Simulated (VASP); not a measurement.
**ZnS in VASP: one cell, several levels of theory**

Zincblende ZnS, under -3.0 % strain along z alone is computed at one geometry. Runs: PBE, r2SCAN. The results are then set beside those of Ansatz 0.2.0 for the same cell.

Program: VASP 6.6.1. PAW datasets, plane waves. No spin polarisation and no zero-point or thermal motion.

## (1) The system as given

The cell comes from an earlier relaxation with r2SCAN in another program, then strained, with the atoms relaxed again.

Space group I-4m2 (No. 119), tetragonal; a = 3.810 Å, c = 5.227 Å in the conventional setting, 18.97 Å³ an atom. Around Zn lie 4 S at 2.31 Å; around S lie 4 Zn at 2.31 Å.

Coordinates:

```cif
data_structure
_symmetry_space_group_name_H-M 'P 1'
_symmetry_Int_Tables_number 1
_cell_length_a 3.7533
_cell_length_b 3.7533
_cell_length_c 3.8100
_cell_angle_alpha 59.499
_cell_angle_beta 59.499
_cell_angle_gamma 61.002
_cell_volume 37.93
loop_
_atom_site_label
_atom_site_type_symbol
_atom_site_fract_x
_atom_site_fract_y
_atom_site_fract_z
_atom_site_occupancy
Zn1 Zn 0.00000 0.00000 0.00000 1
S1 S 0.25000 0.25000 0.25000 1
```

## (2) Single point with PBE

INCAR reads:

```
ENCUT = 520.000000
SIGMA = 0.020000
EDIFF = 1.00e-07
GGA = PE
PREC = Accurate
IBRION = -1
ISIF = 2
ISMEAR = -1
NBANDS = 16
NELM = 120
NSW = 0
LASPH = .TRUE.
LCHARG = .FALSE.
LWAVE = .FALSE.
LREAL = .FALSE.
```

KPOINTS reads:

```
KPOINTS created by Atomic Simulation Environment
0
Gamma
8 8 8
0 0 0
```

KPOINTS_OPT reads:

```
special points
6
Reciprocal
0.0000000000 0.0000000000 0.0000000000 1
-0.5000000000 -0.5000000000 0.0000000000 1
-0.3750000000 -0.3750000000 0.2500000000 1
-0.3750000000 0.0000000000 0.3750000000 1
0.0000000000 0.0000000000 0.5000000000 1
-0.5000000000 -0.2500000000 0.2500000000 1
```

POSCAR reads:

```
Zn S
 1.0000000000000000
     0.0000000000000000    2.6940858314999998    2.6132632565999998
     2.6940858314999998    0.0000000000000000    2.6132632565999998
     2.6940858314999998    2.6940858314999998    0.0000000000000000
 Zn  S
   1   1
Cartesian
  0.0000000000000000  0.0000000000000000  0.0000000000000000
  1.3470429157499997  1.3470429157499997  1.3066316282999997
```

The run uses the recommended PBE PAW datasets (18 valence electrons a neutral cell).

Launch:

```console
$ mpirun -np 1 vasp_std
```

Printed to the terminal (iteration lines stand in OSZICAR):

```text
POSCAR found type information on POSCAR ZnS
 POSCAR found :  2 types and       2 ions
 LDA part: xc-table for (Slater+PW92), standard interpolation
 POSCAR, INCAR and KPOINTS ok, starting setup
 FFT: planning ... GRIDC
 FFT: planning ... GRID_SOFT
 FFT: planning ... GRID
 WAVECAR not read
 entering main loop
 Start KPOINTS_OPT (optional k-point list driver)
k-point batch [1-6\6]
```

OSZICAR:

```text
N       E                     dE             d eps       ncg     rms          rms(c)
DAV:   1     0.896536478504E+02    0.89654E+02   -0.89228E+03  1896   0.136E+03
DAV:   2    -0.140502111319E+01   -0.91059E+02   -0.85048E+02  2192   0.263E+02
DAV:   3    -0.718385951873E+01   -0.57788E+01   -0.57567E+01  2352   0.650E+01
DAV:   4    -0.724236956567E+01   -0.58510E-01   -0.58500E-01  2336   0.674E+00
DAV:   5    -0.724304133650E+01   -0.67177E-03   -0.67176E-03  2400   0.692E-01    0.741E+00
DAV:   6    -0.683469346968E+01    0.40835E+00   -0.73951E-01  2808   0.307E+01    0.574E+00
DAV:   7    -0.681276880516E+01    0.21925E-01   -0.26433E-01  2288   0.474E+00    0.287E+00
DAV:   8    -0.681201725431E+01    0.75155E-03   -0.55398E-03  2520   0.102E+00    0.758E-01
DAV:   9    -0.681220020334E+01   -0.18295E-03   -0.13549E-03  2312   0.288E-01    0.926E-02
DAV:  10    -0.681235308867E+01   -0.15289E-03   -0.20029E-04  2336   0.103E-01    0.315E-02
DAV:  11    -0.681235401780E+01   -0.92914E-06   -0.29476E-05  2288   0.410E-02    0.769E-03
DAV:  12    -0.681235464521E+01   -0.62741E-06   -0.35985E-06  2424   0.123E-02    0.223E-03
DAV:  13    -0.681235481265E+01   -0.16744E-06   -0.32866E-07  2408   0.493E-03    0.232E-03
DAV:  14    -0.681235475591E+01    0.56742E-07   -0.33850E-08  1824   0.150E-03
   1 F= -.68123548E+01 E0= -.68123548E+01  d E =-.972757E-12
       N       E                     dE             ncg
DAV:   1     0.266587934865E+04   -0.32808E+04      192
DAV:   2     0.210329128660E+04   -0.56259E+03      224
DAV:   3     0.206827839278E+04   -0.35013E+02      264
DAV:   4     0.206793474012E+04   -0.34365E+00      224
DAV:   5     0.206793119935E+04   -0.35408E-02      256
DAV:   6     0.206793114174E+04   -0.57613E-04      232
DAV:   7     0.206793114059E+04   -0.11479E-05      248
DAV:   8     0.206793114057E+04   -0.20631E-07      200
```

The lines after F= are the extra pass for the points of KPOINTS_OPT, at fixed density; their E is not a total energy.

From OUTCAR:

```text
k-points           NKPTS =     59   k-points in BZ     NKDIM =     59   number of bands    NBANDS=     16

   NELECT =      18.0000    total number of electrons

   dimension x,y,z NGX =    28 NGY =   28 NGZ =   28
   dimension x,y,z NGXF=    56 NGYF=   56 NGZF=   56

  energy-cutoff  :      520.00
  volume of cell :       37.93
      direct lattice vectors                 reciprocal lattice vectors
     0.000000000  2.694085831  2.613263257    -0.185591711  0.185591711  0.191331661
     2.694085831  0.000000000  2.613263257     0.185591711 -0.185591711  0.191331661
     2.694085831  2.694085831  0.000000000     0.185591711  0.185591711 -0.191331661

 k-points in reciprocal lattice and weights: KPOINTS created by Atomic Simulation Env
   0.00000000  0.00000000  0.00000000       0.002
   0.12500000  0.00000000  0.00000000       0.016
   0.25000000  0.00000000  0.00000000       0.016
   0.37500000  0.00000000  0.00000000       0.016
   0.50000000  0.00000000  0.00000000       0.008
   0.12500000  0.12500000  0.00000000       0.004
   0.25000000  0.12500000  0.00000000       0.016
   0.37500000  0.12500000  0.00000000       0.016
[... 51 more k-points ...]

 E-fermi :   2.9754

 k-point     1 :       0.0000    0.0000    0.0000
  band No.  band energies     occupation
      1     -10.9386      2.00000
      2      -4.0268      2.00000
      3      -4.0268      2.00000
      4      -4.0086      2.00000
      5      -3.4817      2.00000
      6      -3.4710      2.00000
      7       2.4461      2.00000
      8       2.4461      2.00000
      9       2.5489      2.00000
     10       4.7668      0.00000
     11       8.8522      0.00000
     12       8.8522      0.00000
     13       8.8591      0.00000
     14      14.0331      0.00000
     15      14.4450      0.00000
     16      14.6493      0.00000

 k-point     2 :       0.1250    0.0000    0.0000
  band No.  band energies     occupation
      1     -10.8136      2.00000
      2      -4.0254      2.00000
      3      -4.0048      2.00000
      4      -3.9890      2.00000
      5      -3.4825      2.00000
      6      -3.4740      2.00000
      7       1.3392      2.00000
      8       2.2796      2.00000
      9       2.3668      2.00000
     10       5.5801      0.00000
     11       8.7753      0.00000
     12       9.1070      0.00000
     13       9.1454      0.00000
     14      13.4846      0.00000
     15      13.8442      0.00000
     16      15.3626      0.00000

 k-point     3 :       0.2500    0.0000    0.0000
  band No.  band energies     occupation
      1     -10.4856      2.00000
      2      -3.9866      2.00000
      3      -3.9575      2.00000
      4      -3.9368      2.00000
      5      -3.4755      2.00000
      6      -3.4737      2.00000
      7      -0.4441      2.00000
      8       1.9190      2.00000
      9       2.0419      2.00000
     10       6.0701      0.00000
     11       9.4157      0.00000
     12       9.4301      0.00000
     13       9.6793      0.00000
     14      13.4162      0.00000
     15      13.5285      0.00000
     16      14.8485      0.00000

 k-point     4 :       0.3750    0.0000    0.0000
  band No.  band energies     occupation
      1     -10.1103      2.00000
      2      -3.9214      2.00000
      3      -3.8980      2.00000
      4      -3.7696      2.00000
      5      -3.4589      2.00000
      6      -3.4520      2.00000
      7      -2.0339      2.00000
      8       1.5985      2.00000
      9       1.7541      2.00000
     10       5.9440      0.00000
     11       9.3512      0.00000
     12       9.6050      0.00000
     13      10.9134      0.00000
     14      14.3471      0.00000
     15      14.6920      0.00000
     16      14.7115      0.00000

 k-point     5 :       0.5000    0.0000    0.0000
  band No.  band energies     occupation
      1      -9.9366      2.00000
      2      -3.9105      2.00000
      3      -3.8835      2.00000
      4      -3.4527      2.00000
      5      -3.4365      2.00000
      6      -3.2671      2.00000
      7      -3.0617      2.00000
      8       1.4740      2.00000
      9       1.6424      2.00000
     10       5.8541      0.00000
     11       9.2497      0.00000
     12       9.5399      0.00000
     13      11.5088      0.00000
     14      14.8191      0.00000
     15      15.8575      0.00000
     16      16.1167      0.00000

 k-point     6 :       0.1250    0.1250    0.0000
  band No.  band energies     occupation
      1     -10.7660      2.00000
      2      -4.0361      2.00000
      3      -3.9859      2.00000
      4      -3.9858      2.00000
      5      -3.4885      2.00000
      6      -3.4681      2.00000
      7       1.4685      2.00000
      8       1.9952      2.00000
      9       1.9952      2.00000
     10       5.9829      0.00000
     11       8.0872      0.00000
     12       9.5063      0.00000
     13       9.5063      0.00000
     14      12.8645      0.00000
     15      14.2507      0.00000
     16      16.0088      0.00000

 k-point     7 :       0.2500    0.1250    0.0000
  band No.  band energies     occupation
      1     -10.5003      2.00000
      2      -4.0372      2.00000
      3      -3.9349      2.00000
      4      -3.9305      2.00000
      5      -3.4974      2.00000
      6      -3.4542      2.00000
      7       0.0775      2.00000
      8       1.5771      2.00000
      9       1.7450      2.00000
     10       6.6673      0.00000
     11       7.9750      0.00000
     12       9.9918      0.00000
     13      10.0527      0.00000
     14      12.3978      0.00000
     15      14.3399      0.00000
     16      16.2819      0.00000

 k-point     8 :       0.3750    0.1250    0.0000
  band No.  band energies     occupation
      1     -10.1344      2.00000
      2      -3.9478      2.00000
      3      -3.8905      2.00000
      4      -3.8381      2.00000
      5      -3.4691      2.00000
      6      -3.4366      2.00000
      7      -1.5003      2.00000
      8       1.2736      2.00000
      9       1.3534      2.00000
     10       6.6120      0.00000
     11       8.8301      0.00000
     12      10.0728      0.00000
     13      10.1372      0.00000
     14      13.5406      0.00000
     15      15.2990      0.00000
     16      15.7486      0.00000

 k-point     9 :       0.5000    0.1250    0.0000
  band No.  band energies     occupation
      1      -9.8882      2.00000
      2      -3.8898      2.00000
      3      -3.8752      2.00000
      4      -3.5725      2.00000
      5      -3.4337      2.00000
      6      -3.2988      2.00000
      7      -2.7208      2.00000
      8       1.0008      2.00000
      9       1.2241      2.00000
     10       6.5157      0.00000
     11       8.9395      0.00000
     12       9.8167      0.00000
     13      11.3074      0.00000
     14      14.4942      0.00000
     15      16.1044      0.00000
     16      16.3026      0.00000

 k-point    10 :      -0.3750    0.1250    0.0000
  band No.  band energies     occupation
      1      -9.9545      2.00000
      2      -3.8867      2.00000
      3      -3.8837      2.00000
      4      -3.6188      2.00000
      5      -3.4624      2.00000
      6      -3.4261      2.00000
      7      -2.3470      2.00000
      8       0.8655      2.00000
      9       1.4492      2.00000
     10       6.6024      0.00000
     11       9.0393      0.00000
     12       9.6924      0.00000
     13      11.2031      0.00000
     14      14.2486      0.00000
     15      15.3031      0.00000
     16      16.3657      0.00000

 k-point    11 :      -0.2500    0.1250    0.0000
  band No.  band energies     occupation
      1     -10.2773      2.00000
      2      -3.9306      2.00000
      3      -3.9251      2.00000
      4      -3.8934      2.00000
      5      -3.4934      2.00000
      6      -3.4505      2.00000
      7      -0.9837      2.00000
      8       1.0428      2.00000
      9       1.8474      2.00000
     10       6.7567      0.00000
     11       9.2630      0.00000
     12       9.6408      0.00000
     13       9.7955      0.00000
     14      12.7174      0.00000
     15      14.8555      0.00000
     16      16.2030      0.00000

 k-point    12 :      -0.1250    0.1250    0.0000
  band No.  band energies     occupation
      1     -10.6251      2.00000
      2      -4.0204      2.00000
      3      -3.9771      2.00000
      4      -3.9416      2.00000
      5      -3.4967      2.00000
      6      -3.4635      2.00000
      7       0.4505      2.00000
      8       1.6246      2.00000
      9       2.2089      2.00000
     10       6.3626      0.00000
     11       8.6889      0.00000
     12       9.2982      0.00000
     13       9.6621      0.00000
     14      12.5731      0.00000
     15      13.8413      0.00000
     16      16.5403      0.00000

[... the tables of k-points 13 to 59 left out ...]

  Total        1.1039658      1.1039658      1.3640267      0.0000000      0.0000000      0.0000000
  in kB       46.6262184     46.6262184     57.6099434      0.0000000      0.0000000      0.0000000
  external PRESSURE =      50.2874601 kB  Pullay stress =       0.0000000 kB

 POSITION                                       TOTAL-FORCE (eV/Angst)
 -----------------------------------------------------------------------------------
      0.00000      0.00000      0.00000         0.000000      0.000000     -0.000000
      1.34704      1.34704      1.30663        -0.000000     -0.000000      0.000000
 -----------------------------------------------------------------------------------
    total drift:                                0.000002      0.000002      0.000001

  FREE ENERGIE OF THE ION-ELECTRON SYSTEM (eV)
  ---------------------------------------------------
  free  energy   TOTEN  =        -6.8123547559 eV

  energy  without entropy=       -6.8123547559  energy(sigma->0) =       -6.81235476
```

Hardware: 1 MPI rank of Intel Xeon Platinum 8488C, shared host.

The levels at the points of KPOINTS_OPT are read from vasprun.xml.

Levels at the named points, in eV from the top of band v (v: the last filled band by count, c: the next):

| point | v−1 | v | c | c+1 |
| --- | --- | --- | --- | --- |
| Γ | -0.10 | 0.00 | 2.22 | 6.30 |
| X | -2.54 | -2.54 | 3.14 | 3.80 |
| U | -3.35 | -2.10 | 3.87 | 5.82 |
| K | -3.37 | -1.93 | 4.10 | 6.07 |
| L | -1.07 | -0.91 | 3.31 | 6.70 |
| W | -2.99 | -2.94 | 5.55 | 6.06 |

Gap with PBE: 2.22 eV, direct (Γ). The pressure is 5.03 GPa; the forces vanish within 0.01 eV/Å.

[end of part 1 of 2]
